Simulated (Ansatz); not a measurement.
**SiNi: pulling the crystal apart**

Aim: for SiNi, open the crystal across a (0 0 1) plane.

Computed with Ansatz 0.2.0 (DFT PBEsol, scalar-relativistic, plane waves, PAW, unless a step's input says otherwise).

2 further runs of the same task are left out: 2 set aside as unsound or not needed. Runs told in other sessions of the task aren't counted.

## Step 1: The structure to begin with

The structure is orthorhombic, space group Pnma (No. 62). The conventional cell has a = 5.088 Å, b = 3.358 Å, c = 5.528 Å, α = 90.00°, β = 90.00°, γ = 90.00°. Si (site symmetry m) is surrounded by 6 Ni at 2.26 to 2.38 Å. Around Ni (site symmetry m) lie 6 Si at 2.26 to 2.38 Å.

As a file:

```cif
data_structure
_symmetry_space_group_name_H-M 'Pnma'
_symmetry_Int_Tables_number 62
_cell_length_a 5.0878
_cell_length_b 3.3578
_cell_length_c 5.5278
_cell_angle_alpha 90.000
_cell_angle_beta 90.000
_cell_angle_gamma 90.000
_cell_volume 94.44
loop_
_atom_site_label
_atom_site_type_symbol
_atom_site_symmetry_multiplicity
_atom_site_Wyckoff_symbol
_atom_site_fract_x
_atom_site_fract_y
_atom_site_fract_z
_atom_site_occupancy
Si1 Si 4 c 0.32143 0.75000 0.08656 1
Ni1 Ni 4 c 0.00930 0.25000 0.18739 1
```

It is built from the cell relaxed beforehand with the same method (11.80 Å³/atom).

## Step 2: Zero of the scan

input.yaml

```yaml
crystal:
  lattice:
    - [-5.0878282958, 0.0, 0.0]
    - [0.0, -3.3577714519, 0.0]
    - [0.0, 0.0, 11.0556604556]
  atoms:
    - { symbol: Si, position: [0.6785723358, 0.25, 0.0432777411] }
    - { symbol: Si, position: [0.6785723358, 0.25, 0.5432777411] }
    - { symbol: Si, position: [0.8214276642, 0.75, 0.2932777411] }
    - { symbol: Si, position: [0.8214276642, 0.75, 0.7932777411] }
    - { symbol: Si, position: [0.1785723358, 0.25, 0.2067222589] }
    - { symbol: Si, position: [0.1785723358, 0.25, 0.7067222589] }
    - { symbol: Si, position: [0.3214276642, 0.75, 0.4567222589] }
    - { symbol: Si, position: [0.3214276642, 0.75, 0.9567222589] }
    - { symbol: Ni, position: [0.990699269, 0.75, 0.0936931839] }
    - { symbol: Ni, position: [0.990699269, 0.75, 0.5936931839] }
    - { symbol: Ni, position: [0.509300731, 0.25, 0.3436931839] }
    - { symbol: Ni, position: [0.509300731, 0.25, 0.8436931839] }
    - { symbol: Ni, position: [0.490699269, 0.75, 0.1563068161] }
    - { symbol: Ni, position: [0.490699269, 0.75, 0.6563068161] }
    - { symbol: Ni, position: [0.009300731, 0.25, 0.4063068161] }
    - { symbol: Ni, position: [0.009300731, 0.25, 0.9063068161] }
basis:
  ecutwfc: 420
kpoints:
  mp_grid: { grid: [8, 12, 4] }
hamiltonian:
  xc: pbesol
scf:
  occupations: { method: gaussian, width: 0.15 }
output:
  forces: true
  stress: true
  eigenvalues: true
  write_density: true
  write_potential: true
  elf: true
  volumetric_format: npy
```

Launch:

```console
$ ansatz run input.yaml --threads 2 --pin off --max-ram 5120MiB --backend cpu --events-out ev --progress --plain --runs-dir out
```

The session goes on with these runs: At d = 1.00 Å; At d = 3.00 Å; At d = 0.50 Å; At d = 2.00 Å; d = 6.00 Å; At d = -0.30 Å; point d = 0.25 Å; At d = 1.50 Å; point d = 4.50 Å; At d = 0.75 Å.

What does the calculation give? Wanted: largest traction sampled.

**Answer**, as computed:

| quantity | value |
| --- | --- |
| energy at d = 6.00 Å | 4.51 J/m² |
| largest traction sampled | 30.9 GPa at d = 0.50 Å |

The energy levels off at 4.51 J/m², the work to make two unrelaxed faces. The traction peaks at 30.9 GPa near 0.50 Å, an estimate of the ideal strength of rigid blocks on this coarse sampling. The final runs have no spin polarisation, so a magnetic state may lie lower. The cell holds empty space of several Å, a single layer or slab in vacuum, so volume, pressure and the long edge depend on that space.
